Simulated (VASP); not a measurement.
**Mg: relaxation of cell and atoms with LDA**

Crystal: Mg.

```xyz
2
Lattice="3.1346 0.0000 0.0000 -1.5673 2.7147 0.0000 0.0000 0.0000 5.0781" Properties=species:S:1:pos:R:3 pbc="T T T"
Mg    0.0000    1.8098    1.2695
Mg    1.5673    0.9049    3.8086
```

The cell isn't the ideal one: bulk cell relaxed.

* Program: VASP 6.6.1
* Task: relaxation of cell and atoms
* Functional: LDA
* Potentials or basis: VASP PAW LDA potentials, release 64 (Mg)
* Cutoff: 600 eV
* k mesh: 16 × 16 × 9
* Occupations: fermi-dirac, width 0.1 eV
* Spin: no spin polarisation
* Dipole correction: no
* Further INCAR settings: ALGO = Normal; EDIFF = 1e-06; IBRION = 2; EDIFFG = -0.005; NSW = 60; ISIF = 3

The relaxed volume is 21.46 Å³/atom, the relaxed cell is a = 3.128 Å, b = 3.128 Å, c = 5.066 Å, α = 90.00°, β = 90.00°, γ = 120.00° and the space group after relaxing (to 0.05 Å) is P6_3/mmc (No. 194). The energy gained by relaxing is 0.1 meV/atom. The ionic steps are 3. The pressure after relaxing is 0.0 GPa and the band gap on the k mesh is none (metal or under the smearing width).

The path:
```
step  energy change (eV)  largest force (eV/Å)  pressure (GPa)  volume (Å³)
   1              0.0000                0.0000           -0.26        43.21
   2             -0.0002                0.0000           -0.06        42.99
   3             -0.0002                0.0000            0.00        42.93
```

Final structure:
```cif
data_structure
_symmetry_space_group_name_H-M 'P 1'
_symmetry_Int_Tables_number 1
_cell_length_a 3.1282
_cell_length_b 3.1282
_cell_length_c 5.0656
_cell_angle_alpha 90.000
_cell_angle_beta 90.000
_cell_angle_gamma 120.000
_cell_volume 42.93
loop_
_atom_site_label
_atom_site_type_symbol
_atom_site_fract_x
_atom_site_fract_y
_atom_site_fract_z
_atom_site_occupancy
Mg1 Mg 0.33333 0.66667 0.25000 1
Mg2 Mg 0.66667 0.33333 0.75000 1
```

Levels at points of the mesh, in eV from the Fermi level:
```tsv
k point	band 1	band 2	band 3	band 4	band 5
(0.00, 0.00, 0.00)	-7.22	-1.76	-1.26	11.25	11.25
(0.50, 0.00, 0.00)	-2.25	-2.22	2.75	3.09	3.44
```

Wall time 22 s on 1 thread of Intel(R) Xeon(R) 6975P-C (Granite Rapids) (shared host), peak memory 0.2 GiB.
